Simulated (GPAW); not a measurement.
Write an ASE script for GPAW 26.7.0 that does the following.

* Task: relaxation of cell and atoms
* Functional: PBE
* Potentials or basis: GPAW PAW data sets (gpaw-data 1.2.1)
* Cutoff: 600 eV
* Basis: pw
* k mesh: 8 × 8 × 8
* Occupations: fermi-dirac, width 0.05 eV
* Spin: no spin polarisation
* Maxiter: 150
* Optimizer: BFGS
* Fmax: 0.02 eV/Å
* Max steps: 60
* Convergence: density=1e-05 forces=0.0001

The structure of Si lies in POSCAR:

```
Si
1.0
    0.0000000000      2.7218511865      2.7218511865
    2.7218511865      0.0000000000      2.7218511865
    2.7218511865      2.7218511865      0.0000000000
Si
2
Direct
    0.5000000000      0.5000000000      0.5000000000
    0.7500000000      0.7500000000      0.7500000000
```

One way to write it, as run:

run.py

```python
from ase.filters import FrechetCellFilter
from ase.io import read, write
from ase.optimize import BFGS
from gpaw import GPAW, PW

atoms = read('POSCAR')

calc = GPAW(mode=PW(600),
            xc='PBE',
            kpts={'size': (8, 8, 8), 'gamma': True},
            occupations={'name': 'fermi-dirac', 'width': 0.05},
            nbands=11,
            convergence={'density': 1e-05, 'forces': 0.0001},
            maxiter=150,
            txt='gpaw.txt')
atoms.calc = calc
opt = BFGS(FrechetCellFilter(atoms), trajectory='relax.traj', logfile='-')
done = opt.run(fmax=0.02, steps=60)
calc.write('gs.gpw')
write('result.traj', atoms)
print('Converged:', done)
print('Cell:', atoms.cell.cellpar().round(4))
print('Volume:', round(atoms.get_volume(), 4))
print(atoms.get_scaled_positions().round(5))
```

Potentials or basis: GPAW PAW data sets (gpaw-data 1.2.1), pw.

Run with:

```bash
$ OMP_NUM_THREADS=1 python run.py
```

It gave:

```
Relaxed volume                         : 20.51 Å³/atom
Relaxed cell                           : a = 3.871 Å, b = 3.871 Å, c = 3.871 Å, α = 60.00°, β = 60.00°, γ = 60.00°
Space group after relaxing (to 0.05 Å) : Fd-3m (No. 227)
Energy gained by relaxing              : 1.8 meV/atom
Ionic steps                            : 3
Pressure after relaxing                : 0.0 GPa
Band gap on the k mesh                 : 0.65 eV, indirect (least direct gap 2.55 eV)
```

Caveat: later steps reuse the first step's grids.

Run time: 25 s on 1 thread of Arm Neoverse V1, on a shared host, peak memory 0.16 GiB.
